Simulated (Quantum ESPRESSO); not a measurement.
# MgB2 (P6/mmm) in Quantum ESPRESSO: notebook

Aim: see how the results for MgB2 move with the level of theory and the settings. Levels: PBE+D2, PBEsol, LDA. Tasks: phonons, energy-loss spectrum, Wannier functions.

All numbers are computed with Quantum ESPRESSO 7.5; they aren't measurements. Logs are shortened: lines on timing, memory, paths and dates and some standing lists are left out, and cuts for length are marked.

### 1 Starting point

The structure is hexagonal, space group P6/mmm (No. 191). Conventional cell: a = 3.085 Å, b = 3.085 Å, c = 3.523 Å, α = 90.00°, β = 90.00°, γ = 120.00°. Around Mg (site symmetry 6/mmm) lie 12 B at 2.51 Å. Around B (site symmetry -6m2) lie 3 B at 1.78 Å.

### 2 Phonons, PBE+D2

pw.in reads:

```
&CONTROL
  calculation = 'scf'
  prefix = 'pwscf'
  outdir = './tmp'
  pseudo_dir = './pseudo'
  tprnfor = .true.
  tstress = .true.
  disk_io = 'low'
/
&SYSTEM
  ibrav = 0
  nat = 3
  ntyp = 2
  ecutwfc = 70
  nbnd = 14
  occupations = 'smearing'
  smearing = 'mp'
  degauss = 0.01469973
  vdw_corr = 'grimme-d2'
/
&ELECTRONS
  conv_thr = 6d-10
  electron_maxstep = 120
  mixing_beta = 0.5
/
ATOMIC_SPECIES
Mg    24.3050 Mg_ONCV_PBE-1.2.upf
B     10.8100 B_ONCV_PBE-1.2.upf
CELL_PARAMETERS bohr
   5.8298050945    0.0000000000    0.0000000000
  -2.9149025472    5.0487593110    0.0000000000
   0.0000000000    0.0000000000    6.6575051371
ATOMIC_POSITIONS bohr
Mg     0.0000000000    0.0000000000    0.0000000000
B      2.9149025475    1.6829197702    3.3287525685
B     -0.0000000003    3.3658395408    3.3287525685
K_POINTS automatic
8 8 7 0 0 0
```

scf2.in reads:

```
&CONTROL
  calculation = 'scf'
  prefix = 'pwscf'
  outdir = './tmp'
  pseudo_dir = './pseudo'
  tprnfor = .true.
  tstress = .true.
  disk_io = 'low'
/
&SYSTEM
  ibrav = 0
  nat = 3
  ntyp = 2
  ecutwfc = 70
  nbnd = 14
  occupations = 'smearing'
  smearing = 'mp'
  degauss = 0.01469973
  vdw_corr = 'grimme-d2'
/
&ELECTRONS
  conv_thr = 1d-13
  electron_maxstep = 120
  mixing_beta = 0.5
  startingpot = 'file'
  startingwfc = 'file'
/
ATOMIC_SPECIES
Mg    24.3050 Mg_ONCV_PBE-1.2.upf
B     10.8100 B_ONCV_PBE-1.2.upf
CELL_PARAMETERS bohr
   5.8298050945    0.0000000000    0.0000000000
  -2.9149025472    5.0487593110    0.0000000000
   0.0000000000    0.0000000000    6.6575051371
ATOMIC_POSITIONS bohr
Mg     0.0000000000    0.0000000000    0.0000000000
B      2.9149025475    1.6829197702    3.3287525685
B     -0.0000000003    3.3658395408    3.3287525685
K_POINTS automatic
8 8 7 0 0 0
```

ph.in reads:

```
phonons of MgB2
&INPUTPH
  prefix = 'pwscf'
  outdir = './tmp'
  tr2_ph = 1d-16
  fildyn = 'dyn'
  niter_ph = 60
  alpha_mix(1) = 0.4
/
0.0000000000 0.0000000000 0.0000000000
```

dynmat.in reads:

```
&INPUT
  fildyn = 'dyn'
  asr = 'crystal'
  filout = 'dynmat.disp'
  fileig = 'dynmat.eig'
/
```

relax_v0.99.in reads:

```
&CONTROL
  calculation = 'relax'
  prefix = 'pwscf'
  outdir = './tmp'
  pseudo_dir = './pseudo'
  tprnfor = .true.
  tstress = .true.
  disk_io = 'low'
  nstep = 30
  forc_conv_thr = 0.0001
  etot_conv_thr = 1d-06
/
&SYSTEM
  ibrav = 0
  nat = 3
  ntyp = 2
  ecutwfc = 70
  nbnd = 14
  occupations = 'smearing'
  smearing = 'mp'
  degauss = 0.01469973
  vdw_corr = 'grimme-d2'
/
&ELECTRONS
  conv_thr = 1d-13
  electron_maxstep = 120
  mixing_beta = 0.5
/
&IONS
  ion_dynamics = 'bfgs'
/
ATOMIC_SPECIES
Mg    24.3050 Mg_ONCV_PBE-1.2.upf
B     10.8100 B_ONCV_PBE-1.2.upf
CELL_PARAMETERS bohr
   5.8103072730    0.0000000000    0.0000000000
  -2.9051536365    5.0318737021    0.0000000000
   0.0000000000    0.0000000000    6.6352390673
ATOMIC_POSITIONS bohr
Mg     0.0000000000    0.0000000000    0.0000000000
B      2.9051536368    1.6772912339    3.3176195336
B     -0.0000000003    3.3545824682    3.3176195336
K_POINTS automatic
8 8 7 0 0 0
```

ph_v0.99.in reads:

```
phonons at 0.99 of the volume
&INPUTPH
  prefix = 'pwscf'
  outdir = './tmp'
  tr2_ph = 1d-16
  fildyn = 'dyn_v0.99'
  niter_ph = 60
  alpha_mix(1) = 0.4
/
0.0000000000 0.0000000000 0.0000000000
```

relax_v1.01.in reads:

```
&CONTROL
  calculation = 'relax'
  prefix = 'pwscf'
  outdir = './tmp'
  pseudo_dir = './pseudo'
  tprnfor = .true.
  tstress = .true.
  disk_io = 'low'
  nstep = 30
  forc_conv_thr = 0.0001
  etot_conv_thr = 1d-06
/
&SYSTEM
  ibrav = 0
  nat = 3
  ntyp = 2
  ecutwfc = 70
  nbnd = 14
  occupations = 'smearing'
  smearing = 'mp'
  degauss = 0.01469973
  vdw_corr = 'grimme-d2'
/
&ELECTRONS
  conv_thr = 1d-13
  electron_maxstep = 120
  mixing_beta = 0.5
/
&IONS
  ion_dynamics = 'bfgs'
/
ATOMIC_SPECIES
Mg    24.3050 Mg_ONCV_PBE-1.2.upf
B     10.8100 B_ONCV_PBE-1.2.upf
CELL_PARAMETERS bohr
   5.8491733599    0.0000000000    0.0000000000
  -2.9245866801    5.0655327209    0.0000000000
   0.0000000000    0.0000000000    6.6796232568
ATOMIC_POSITIONS bohr
Mg     0.0000000000    0.0000000000    0.0000000000
B      2.9245866802    1.6885109068    3.3398116284
B     -0.0000000004    3.3770218141    3.3398116284
K_POINTS automatic
8 8 7 0 0 0
```

ph_v1.01.in reads:

```
phonons at 1.01 of the volume
&INPUTPH
  prefix = 'pwscf'
  outdir = './tmp'
  tr2_ph = 1d-16
  fildyn = 'dyn_v1.01'
  niter_ph = 60
  alpha_mix(1) = 0.4
/
0.0000000000 0.0000000000 0.0000000000
```

Potentials or basis: SG15 PBE 1.2.

Launch:

```
OMP_NUM_THREADS=1 pw.x -in pw.in > pw.out
OMP_NUM_THREADS=1 pw.x -in scf2.in > scf2.out
OMP_NUM_THREADS=1 ph.x -in ph.in > ph.out
OMP_NUM_THREADS=1 dynmat.x -in dynmat.in > dynmat.out
OMP_NUM_THREADS=1 pw.x -in relax_v0.99.in > relax_v0.99.out
OMP_NUM_THREADS=1 ph.x -in ph_v0.99.in > ph_v0.99.out
OMP_NUM_THREADS=1 pw.x -in relax_v1.01.in > relax_v1.01.out
OMP_NUM_THREADS=1 ph.x -in ph_v1.01.in > ph_v1.01.out
```

pw.out:

```text
This program is part of the open-source Quantum ESPRESSO suite
     for quantum simulation of materials; please cite
[... 9 lines left out ...]
     --------------------
     sticks:   dense  smooth     PW     G-vecs:    dense   smooth      PW
     Sum         649     649    199                15539    15539    2545

     Using Slab Decomposition

     bravais-lattice index     =            0
     lattice parameter (alat)  =       5.8298  a.u.
     unit-cell volume          =     195.9522 (a.u.)^3
     number of atoms/cell      =            3
     number of atomic types    =            2
     number of electrons       =        16.00
     number of Kohn-Sham states=           14
     kinetic-energy cutoff     =      70.0000  Ry
     charge density cutoff     =     280.0000  Ry
     scf convergence threshold =      6.0E-10
     mixing beta               =       0.5000
     number of iterations used =            8  plain     mixing
     Exchange-correlation= PBE
                           (   1   4   3   4   0   0   0)

     celldm(1)=   5.829805  celldm(2)=   0.000000  celldm(3)=   0.000000
     celldm(4)=   0.000000  celldm(5)=   0.000000  celldm(6)=   0.000000

     crystal axes: (cart. coord. in units of alat)
               a(1) = (   1.000000   0.000000   0.000000 )
               a(2) = (  -0.500000   0.866025   0.000000 )
               a(3) = (   0.000000   0.000000   1.141977 )

     reciprocal axes: (cart. coord. in units 2 pi/alat)
               b(1) = (  1.000000  0.577350 -0.000000 )
               b(2) = (  0.000000  1.154701  0.000000 )
               b(3) = (  0.000000 -0.000000  0.875674 )

     PseudoPot. # 1 for Mg read from file:
     Mg_ONCV_PBE-1.2.upf
     Pseudo is Norm-conserving, Zval = 10.0
     Generated using ONCVPSP code by D. R. Hamann
     Using radial grid of  602 points,  4 beta functions with:
                l(1) =   0
                l(2) =   0
                l(3) =   1
                l(4) =   1

     PseudoPot. # 2 for B  read from file:
     B_ONCV_PBE-1.2.upf
     Pseudo is Norm-conserving, Zval =  3.0
     Generated using ONCVPSP code by D. R. Hamann
     Using radial grid of  602 points,  4 beta functions with:
                l(1) =   0
                l(2) =   0
                l(3) =   1
                l(4) =   1

     atomic species   valence    mass     pseudopotential
     Mg               10.00    24.30500     Mg( 1.00)
     B                 3.00    10.81000     B ( 1.00)

     24 Sym. Ops., with inversion, found

   Cartesian axes

     site n.     atom                  positions (alat units)
         1        Mg     tau(   1) = (   0.0000000   0.0000000   0.0000000  )
         2        B      tau(   2) = (   0.5000000   0.2886751   0.5709887  )
         3        B      tau(   3) = (  -0.0000000   0.5773503   0.5709887  )

     -------------------------------------------------
     Parameters for Dispersion (Grimme-D2) Correction:
     -------------------------------------------------
       atom      VdW radius       C_6

        Mg         2.578        198.087
        B          2.806        108.584

     number of k points=    40  Methfessel-Paxton smearing, width (Ry)=  0.0147
                       cart. coord. in units 2pi/alat
        k(    1) = (   0.0000000   0.0000000   0.0000000), wk =   0.0044643
        k(    2) = (   0.0000000   0.0000000   0.1250963), wk =   0.0089286
        k(    3) = (   0.0000000   0.0000000   0.2501926), wk =   0.0089286
        k(    4) = (   0.0000000   0.0000000   0.3752889), wk =   0.0089286
        k(    5) = (   0.0000000   0.1443376   0.0000000), wk =   0.0267857
        k(    6) = (   0.0000000   0.1443376   0.1250963), wk =   0.0535714
[... 32 lines left out ...]
        k(   39) = (   0.2500000   0.5773503   0.2501926), wk =   0.0535714
        k(   40) = (   0.2500000   0.5773503   0.3752889), wk =   0.0535714

     Dense  grid:    15539 G-vectors     FFT dimensions: (  32,  32,  36)

     Initial potential from superposition of free atoms

     starting charge      15.9004, renormalised to      16.0000
     Starting wfcs are random

     Self-consistent Calculation

     iteration #  1     ecut=    70.00 Ry     beta= 0.50
     Davidson diagonalization with overlap
     ethr =  1.00E-02,  avg # of iterations =  8.4

     total energy              =    -120.02685416 Ry
     estimated scf accuracy    <       0.34138501 Ry

     iteration #  2     ecut=    70.00 Ry     beta= 0.50
     Davidson diagonalization with overlap
     ethr =  2.13E-03,  avg # of iterations =  2.1
[... 50 lines left out ...]
     total energy              =    -120.08957494 Ry
     estimated scf accuracy    <          9.0E-10 Ry

     iteration # 10     ecut=    70.00 Ry     beta= 0.50
     Davidson diagonalization with overlap
     ethr =  5.63E-12,  avg # of iterations =  1.8

     End of self-consistent calculation

          k = 0.0000 0.0000 0.0000 (  1907 PWs)   bands (ev):

   -65.6357 -32.4338 -32.4338 -32.4020  -2.7760   6.6880   9.9508   9.9508
    11.2949  15.9282  15.9282  17.6847  19.4994  22.3143

          k = 0.0000 0.0000 0.1251 (  1944 PWs)   bands (ev):

   -65.6360 -32.4337 -32.4337 -32.4034  -2.6013   5.4992  10.0158  10.0158
    12.8952  15.9875  15.9875  17.6538  19.4876  22.4786
[... 63 lines left out ...]
   -65.6330 -32.4663 -32.4414 -32.4012   0.1753   4.1488   6.1698   7.8512
    11.1566  14.8910  18.0850  19.8149  19.8989  22.0365

          k = 0.0000 0.4330 0.3753 (  1949 PWs)   bands (ev):

   -65.6331 -32.4660 -32.4412 -32.4035   0.6104   4.4562   5.0209   7.9564
    10.1658  15.3976  18.8580  18.9250  21.2404  23.1328

          k = 0.0000-0.5774 0.0000 (  1942 PWs)   bands (ev):

   -65.6327 -32.4724 -32.4432 -32.3963   1.1043   1.8006   7.4219   9.8348
    12.6983  13.5244  14.9445  16.7226  22.2053  23.2305

          k = 0.0000-0.5774 0.1251 (  1928 PWs)   bands (ev):

   -65.6325 -32.4723 -32.4431 -32.3976   1.2426   1.9409   7.4735   8.8616
    11.2894  14.1232  16.3244  17.9376  21.2324  21.6322

          k = 0.0000-0.5774 0.2502 (  1926 PWs)   bands (ev):

   -65.6324 -32.4719 -32.4428 -32.4003   1.6109   2.3004   7.2983   7.5946
     9.5736  14.7082  19.0812  19.1805  19.5639  21.7171

          k = 0.0000-0.5774 0.3753 (  1938 PWs)   bands (ev):

   -65.6324 -32.4716 -32.4426 -32.4026   2.0027   2.6536   6.2233   7.6974
     8.4898  15.2490  18.5386  18.6715  21.9247  24.0675

          k = 0.1250 0.2165 0.0000 (  1932 PWs)   bands (ev):

   -65.6346 -32.4485 -32.4381 -32.3998  -1.9664   7.2439   7.4735   8.1321
    12.0831  16.2243  17.0281  17.1191  19.7572  23.1456

          k = 0.1250 0.2165 0.1251 (  1928 PWs)   bands (ev):
[... 86 lines left out ...]
   -65.6322 -32.4650 -32.4547 -32.3997   2.3041   2.9033   4.8236   8.1520
     9.3822  14.7845  18.7145  19.4449  20.8335  23.0173

          k = 0.2500 0.5774 0.3753 (  1943 PWs)   bands (ev):

   -65.6322 -32.4647 -32.4544 -32.4019   2.6753   3.2410   5.0660   7.0925
     8.3339  13.7538  19.2628  21.8433  22.3975  23.1511

     the Fermi energy is     9.6244 ev

!    total energy              =    -120.08957494 Ry
     estimated scf accuracy    <          1.1E-10 Ry
     smearing contrib. (-TS)   =      -0.00026149 Ry
     internal energy E=F+TS    =    -120.08931345 Ry

     The total energy is F=E-TS. E is the sum of the following terms:
     one-electron contribution =     -58.32689334 Ry
     hartree contribution      =      30.50644939 Ry
     xc contribution           =     -18.34960037 Ry
     ewald contribution        =     -73.85592402 Ry
     Dispersion Correction     =      -0.06334511 Ry

     convergence has been achieved in  10 iterations

     Forces acting on atoms (cartesian axes, Ry/au):

     atom    1 type  1   force =     0.00000000    0.00000000    0.00000000
     atom    2 type  2   force =    -0.00000000    0.00000000    0.00000000
     atom    3 type  2   force =    -0.00000000    0.00000000    0.00000000

     Total force =     0.000000     Total SCF correction =     0.000000

     Computing stress (Cartesian axis) and pressure

          total   stress  (Ry/bohr**3)                   (kbar)     P=      -55.11
  -0.00041835   0.00000000   0.00000000          -61.54        0.00        0.00
   0.00000000  -0.00041835   0.00000000            0.00      -61.54        0.00
   0.00000000   0.00000000  -0.00028714            0.00        0.00      -42.24

=------------------------------------------------------------------------------=
   JOB DONE.
=------------------------------------------------------------------------------=
```

It took 6.6 min on 1 thread of Arm Neoverse V2, shared host; peak memory 0.06 GiB.

Results:

```yaml
Free_energy: -1633.9019 eV
Pressure: -5.5 GPa
Band_gap_on_the_k_mesh: none (metal or under the smearing width)
Highest_phonon_frequency_at_Γ: 682 cm⁻¹
```

Phonon frequencies in cm⁻¹ (negative: imaginary):
```csv
q point,frequencies
"(0.000, 0.000, 0.000)",5 5 12 306 306 361 502 502 682
```

Mode Grüneisen parameters of phonons at Γ, in order of frequency: n/a, n/a, n/a, 1.89, 1.89, 2.47, 1.26, 1.26, 0.59

Optical modes at Γ, degenerate ones joined:
```tsv
cm⁻¹	components	symmetry	active in
306	2	E1u	IR
361	1	A2u	IR
502	2	E2g	Raman
682	1	B1g	silent
```

Frequencies at 99 % and 101 % of the volume (pressures -4.1 and -6.8 GPa), ions relaxed:
| mode | 99 % (cm⁻¹) | 101 % (cm⁻¹) | Grüneisen parameter |
| --- | --- | --- | --- |
| 4 | 311.3 | 299.8 | 1.89 |
| 5 | 311.3 | 299.8 | 1.89 |
| 6 | 369.6 | 351.8 | 2.47 |
| 7 | 508.4 | 495.7 | 1.26 |
| 8 | 508.4 | 495.7 | 1.26 |
| 9 | 686.2 | 678.2 | 0.59 |

Caveat: the mesh is thin for the phonons of a metal; the cell is more than 3 GPa from zero pressure, which shifts response properties; pairwise dispersion overbinds metals, which lowers pressure and volume.

[end of part 1 of 2]
